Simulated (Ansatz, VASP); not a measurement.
CsH in VASP and in Ansatz

The input POSCAR:

```
CsH
1.0
    0.0000000000      3.1880000000      3.1880000000
    3.1880000000      0.0000000000      3.1880000000
    3.1880000000      3.1880000000      0.0000000000
Cs H
1 1
Direct
   -0.0156838143      0.0156838143     -0.0156838143
    0.5000000000      0.5000000000      0.5000000000
```

File INCAR.step1:

```
SYSTEM = CsH
PREC = Accurate
ENCUT = 520
ISMEAR = 0
SIGMA = 0.05
LREAL = .FALSE.
LASPH = .TRUE.
NELM = 60
NBANDS = 12
GGA = PE
ALGO = Normal
EDIFF = 1E-4
LWAVE = .TRUE.
LCHARG = .FALSE.
```

INCAR.step2

```
SYSTEM = CsH
PREC = Accurate
ENCUT = 520
EDIFF = 1E-6
ISMEAR = 0
SIGMA = 0.05
LREAL = .FALSE.
LASPH = .TRUE.
NELM = 60
ALGO = Normal
ISIF = 2
LWAVE = .FALSE.
LCHARG = .FALSE.
METAGGA = R2SCAN
LMIXTAU = .TRUE.
NBANDS = 12
ISTART = 1
```

Contents of KPOINTS:

```
regular mesh
0
G
  6 6 6
  0 0 0
```

Input for Ansatz:

```yaml
crystal:
  lattice:
    - [0.0, 3.188, 3.188]
    - [3.188, 0.0, 3.188]
    - [3.188, 3.188, 0.0]
  atoms:
    - { symbol: Cs, position: [-0.0156838143, 0.0156838143, -0.0156838143] }
    - { symbol: H, position: [0.5, 0.5, 0.5] }
basis:
  ecutwfc: 500
kpoints:
  mp_grid: { grid: [6, 6, 6] }
hamiltonian:
  xc: r2scan
scf:
  occupations: { method: gaussian, width: 0.05 }
output:
  forces: true
  stress: true
  eigenvalues: true
```

Change from the starting cell: all Cs atoms moved -0.100 Å, as atom 1 along Cartesian [0 1 0].

Alike in both runs: task single point; functional r2SCAN; k mesh 6 × 6 × 6; occupations gaussian, width 0.05 eV; no spin polarisation.

```csv
,VASP,Ansatz
version,VASP 6.6.1,Ansatz 0.2.0
potentials or method,"VASP PAW PBE potentials, release 64 (Cs_sv, H)","scalar-relativistic, plane waves, PAW"
plane-wave cutoff (eV),520,500
valence electrons in the cell,10,10
```

Ansatz gave:

- gap on the k mesh at the Fermi level (eV): 2.69
- least direct gap on the mesh (eV): 2.69
- pressure (GPa): 0.0
- largest component of the traceless stress (GPa): 0.07
- rms of the force components (eV/Å): 0.035

Q: Which values does VASP return?

A: gap on the k mesh at the Fermi level (eV): 2.67; least direct gap on the mesh (eV): 2.67; pressure (GPa): 0.1; largest component of the traceless stress (GPa): 0.07; rms of the force components (eV/Å): 0.036.

Atom by atom the forces differ by 0.000 eV/Å (rms over components).

Caveats: the PAW data sets were made with another functional, which shifts forces and pressure a little (VASP); spin-orbit coupling is left out, which moves the levels of the heavy elements. A k mesh can miss the band edges.
